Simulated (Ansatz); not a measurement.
Runs of Ansatz 0.2.0 on MgS (Niningerite). Symmetry: Fm-3m, No. 225, cubic system. Conventional cell: a = 5.203 Å, b = 5.203 Å, c = 5.203 Å, α = 90.00°, β = 90.00°, γ = 90.00°. S (site symmetry m-3m) has 6 Mg at 2.60 Å as nearest neighbours. Around Mg (site symmetry m-3m) lie 6 S at 2.60 Å. 

```tsv
task	level	cutoff (eV)	share of exact exchange	gap on the mesh (eV)	pressure (GPa)
single point	r2SCAN0	500	0.25	5.40	-0.8
projected density of states	PBE0	420	-	4.97	-0.3
projected density of states	revPBE	420	-	3.32	3.0
single point	r2SCAN0 form with a typed share of exact exchange	500	0.5	(b)	-1.6
projected density of states	HSE06	420	-	(a)	-0.3
```

Alike in all rows: potentials or basis Ansatz PAW; no spin polarisation; cell as given; k mesh 5 × 5 × 5; smearing fermi-dirac 0.05 eV.

**Question.** Estimate the missing entries.

**Answer.** (a) 4.24; (b) 6.95.

Caveats: odd divisions of the mesh miss points on the zone boundary, where band edges often lie, so the gap on the mesh can be too wide; the PAW data sets come from PBE, with cores solved anew for the run's functional, which leaves a small shift of forces and pressure; the thresholds are loose for stress (some runs); the density of states is complete only up to the lowest level of the last band computed (some runs).

A k mesh can miss the band edges.

Runs at the PBE level aren't shown here.
